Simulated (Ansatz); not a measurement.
# NbH2: how the settings move a single-point run

How sensitive is a single-point run of NbH2 to its settings? A reference run comes first, then one run with altered input.

Method: reference: DFT, r2SCAN, PAW with Ansatz's default frozen-core files, scalar-relativistic, in Ansatz 0.2.0.

## (1) The system as given

The structure is cubic, space group Fm-3m (No. 225). Conventional cell: a = 4.569 Å, b = 4.569 Å, c = 4.569 Å, α = 90.00°, β = 90.00°, γ = 90.00°. Around Nb (site symmetry m-3m) lie 8 H at 1.98 Å. Around H (site symmetry -43m) lie 4 Nb at 1.98 Å.

As a file:

```xyz
3
Lattice="0.0000 2.2846 2.2846 2.2846 0.0000 2.2846 2.2846 2.2846 0.0000" Properties=species:S:1:pos:R:3 pbc="T T T"
Nb    0.0000    0.0000    0.0000
H     1.1423    1.1423    1.1423
H     3.4268    3.4268    3.4268
```

## (2) The reference run

File input.yaml:

```yaml
crystal:
  lattice:
    - [0.0, 2.2845582332, 2.2845582332]
    - [2.2845582332, 0.0, 2.2845582332]
    - [2.2845582332, 2.2845582332, 0.0]
  atoms:
    - { symbol: Nb, position: [0.0, 0.0, 0.0] }
    - { symbol: H, position: [0.25, 0.25, 0.25] }
    - { symbol: H, position: [0.75, 0.75, 0.75] }
kpoints:
  mp_grid: { grid: [10, 10, 10] }
scf:
  occupations: { method: fermi_dirac, width: 0.05 }
hamiltonian:
  xc: r2scan
  pseudopotentials: { kind: paw }
output:
  forces: true
  stress: true
  eigenvalues: true
  efg: { contact_densities: true }
  populations: true
```

The run is started by

```bash
ansatz run input.yaml --threads 1 --pin off --max-ram 3072MiB --backend cpu --events-out ev --progress --plain --runs-dir out
```

## (3) Changed: dr2_threshold 1.0e-06, preconditioner local_kerker

input.yaml, as its differences from that of step 2:

```diff
@@ -13,2 +13,4 @@
   occupations: { method: fermi_dirac, width: 0.05 }
+  convergence: { dr2_threshold: 1.0e-06 }
+  mixing: { preconditioner: local_kerker }
 hamiltonian:
```

Before running it: what results should come out? Wanted: for each run, ending; energy change; pressure; gap; force.

**Answer**, as computed:

| run | ending | energy change | pressure (GPa) | gap (eV) | force (eV/Å) | cycles | time |
| --- | --- | --- | --- | --- | --- | --- | --- |
| reference | converged | 0 | -2.7 | 0.00 | 0.00 | 6 | 3 s |
| 1: dr2_threshold 1.0e-06, preconditioner local_kerker | converged | 0.0 meV/atom | -2.7 | 0.00 | 0.00 | 6 | 2.9 s |

Residual by cycle in the longest SCF loop of each run; runs are numbered as in the table. The quantity is the density residual dr2, in eV.

| cycle | reference | run 1 |
| --- | --- | --- |
| 1 | 0.0102 | 0.0102 |
| 2 | 8.0e-4 | 0.00303 |
| 3 | 1.1e-4 | 1.6e-5 |
| 4 | 9.0e-7 | 2.1e-6 |
| 5 | 9.8e-8 | 9.5e-8 |
| 6 | 3.5e-9 | 1.0e-8 |

What this shows: Energy and cycle count are those of the reference, so the change (convergence setting and mixing) left the result and the number of cycles as they were.
